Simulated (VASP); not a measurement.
The system is Hf.

```
Hf
1.0
     0.00000    2.06087    2.06087
     2.06087    0.00000    2.06087
     2.06087    2.06087    0.00000
Hf
1
Direct
  0.00000 0.00000 0.00000
```

This isn't the form of Hf at room conditions, which is hcp.

The cell isn't the ideal one: volume scaled by 0.8.

| Property | Result |
| --- | --- |
| Program | VASP 6.6.1 |
| Task | relaxation of cell and atoms |
| Functional | SCAN |
| Potentials or basis | VASP PAW PBE potentials, release 64 (Hf_sv_GW) |
| Cutoff | 630 eV |
| k mesh | 10 × 10 × 10 |
| Occupations | fermi-dirac, width 0.02 eV |
| Spin | no spin polarisation |
| Hubbard terms | Hf d U = 2 eV |

At the start: pressure 41.7 GPa; volume 17.51 Å³/atom.

Problem. Where does the relaxation end?

Solution. Over 21 steps the energy falls by 555.9 meV/atom and the volume is 22.76 Å³/atom (+30.0 %); space group Fm-3m (No. 225, to 0.05 Å).

Step by step:
```
step  energy change (eV)  largest force (eV/Å)  pressure (GPa)  volume (Å³)
   1              0.0000                0.0000           41.68        17.51
   2              0.1844                0.0000          -20.72        31.76
   3             -0.5543                0.0000           -1.41        23.09
   4             -0.5558                0.0000           -0.33        22.83
   5             -0.5559                0.0000            0.14        22.71
   6             -0.5559                0.0000            0.15        22.71
   7             -0.5559                0.0000            0.16        22.71
   8             -0.5559                0.0000            0.14        22.71
   9             -0.5559                0.0000            0.14        22.71
  10             -0.5559                0.0000            0.14        22.71
  11             -0.5559                0.0000            0.14        22.71
  12             -0.5559                0.0000            0.14        22.71
  13             -0.5559                0.0000            0.14        22.71
  14             -0.5559                0.0000            0.14        22.71
  15             -0.5559                0.0000            0.15        22.71
  16             -0.5559                0.0000            0.16        22.71
  17             -0.5559                0.0000            0.17        22.72
  18             -0.5559                0.0000            0.16        22.72
  19             -0.5559                0.0000            0.09        22.72
  20             -0.5559                0.0000            0.15        22.73
  21             -0.5559                0.0000           -0.05        22.76
```

Final structure:
```
Hf
1.0
     0.00000    2.24920    2.24920
     2.24920    0.00000    2.24920
     2.24920    2.24920    0.00000
Hf
1
Direct
  0.00000 0.00000 0.00000
```

Caveat: the PAW data sets were made with another functional, which shifts forces and pressure a little; U without spin polarisation on a metal has little footing; the U is typed as a test and isn't derived for this compound.
